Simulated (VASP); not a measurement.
Input of a VASP 6.6.1 run:

File INCAR:

```
  PREC = Accurate
  ENCUT = 520
  EDIFF = 1E-7
  ISMEAR = -1
  SIGMA = 0.05
  LREAL = F
  LASPH = T
  NELM = 100
  ALGO = Normal
  ISIF = 2
  LWAVE = F
  LCHARG = F
  GGA = PE
  NBANDS = 22
```

Contents of KPOINTS:

```
Automatic mesh
0
Gamma
  7 7 7
```

POSCAR

```
Bi
1.0
    2.2675000000      1.3091417354      3.9380000000
   -2.2675000000      1.3091417354      3.9380000000
    0.0000000000     -2.6182834708      3.9380000000
Bi
2
Direct
    0.7724340000      0.7862450000      0.7540610000
    0.2322200000      0.2385820000      0.2322520000
```

Potentials or basis: VASP PAW PBE potentials, release 64 (Bi_d).

Launch:

```bash
$ cat potpaw_PBE.64/Bi_d/POTCAR > POTCAR
$ mpirun -np 1 vasp_std > vasp.out
```

(1) Estimate the pressure.

(2) Estimate the largest force.

Answers

(1) 2.7 GPa.

(2) 0.525 eV/Å.
